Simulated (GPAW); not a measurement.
Runs of GPAW 26.7.0 on ZnCu. It takes space group Pm-3m (No. 221, cubic). Conventional cell: a = 2.945 Å, b = 2.945 Å, c = 2.945 Å, α = 90.00°, β = 90.00°, γ = 90.00°. Zn (site symmetry m-3m) has 8 Cu at 2.55 Å as nearest neighbours. Cu (site symmetry m-3m) is surrounded by 8 Zn at 2.55 Å. 

```csv
task,level,potentials or basis,cell,k mesh,cutoff (eV),smearing,maxiter,convergence,supercell,supercell k mesh,displacement,gap on the mesh (eV),pressure (GPa)
single point,PBE,"GPAW PAW data sets (gpaw-data 1.2.1), pw",as given,9 × 9 × 9,600,fermi-dirac 0.05 eV,150,-,-,-,-,none,2.9
single point,PBE,"GPAW PAW data sets (gpaw-data 1.2.1), pw",as given,9 × 9 × 9,600,gaussian 0.1 eV,150,-,-,-,-,none,2.8
single point,RPBE,"the program's PAW data sets (release 1.2.1) made for this functional, pw",as given,9 × 9 × 9,600,gaussian 0.02 eV,150,-,-,-,-,none,(a)
phonons,PBE+D3(BJ),"GPAW PAW data sets (gpaw-data 1.2.1), pw",atoms relaxed,9 × 9 × 9,600,fermi-dirac 0.05 eV,150,density=1e-06 eigenstates=1e-09,1 × 1 × 1,9 × 9 × 9,0.02,none,-3.8
phonons,vdW-DF-cx,"GPAW PAW data sets (gpaw-data 1.2.1), pw",atoms relaxed,9 × 9 × 9,600,fermi-dirac 0.05 eV,150,density=1e-06 eigenstates=1e-09,1 × 1 × 1,9 × 9 × 9,0.02,none,-
```

Alike in all rows: no spin polarisation.

Task: Estimate the missing entries.

Result: (a) 7.5.

Caveats: the cell is more than 3 GPa from zero pressure, which shifts response properties (some runs); pairwise dispersion overbinds metals, which lowers pressure and volume (some runs); the PAW data sets were made with another functional, which shifts forces and pressure a little (some runs).

A k mesh can miss the band edges.

A gap of «none» marks a metal or a gap under the smearing width.

Not every run made on this cell is shown here.
